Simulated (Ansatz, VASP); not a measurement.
MgO: VASP beside Ansatz

```
Mg O
1.0
     0.00000    2.13515    2.13515
     2.03907    0.00000    2.13515
     2.03907    2.13515    0.00000
Mg O
1 1
Direct
  0.00000 0.00000 0.00000
  0.50000 0.50000 0.50000
```

Change from the starting cell: strain -0.0450 x Voigt [1, 0, 0, 0, 0, 0], atoms carried along.

Alike in both runs: task single point; functional PBE; k mesh 10 × 10 × 10; occupations gaussian, width 0.05 eV; no spin polarisation.

```csv
,VASP,Ansatz
version,VASP 6.6.1,Ansatz 0.2.0
potentials or method,"VASP PAW PBE potentials, release 64 (Mg, O)","scalar-relativistic, plane waves, PAW"
plane-wave cutoff (eV),520,420
valence electrons in the cell,8,16
```

```csv
,VASP,Ansatz,Ansatz less VASP
gap on the k mesh at the Fermi level (eV),4.73,4.74,+0.016
least direct gap on the mesh (eV),4.73,4.74,+0.016
pressure (GPa),5.5,6.2,+0.73
largest component of the traceless stress (GPa),7.31,7.26,-0.056
```

The functional is the same, so the differences come from potentials, cutoffs and numerics. The two sets of potentials don't hold the same shells in valence.
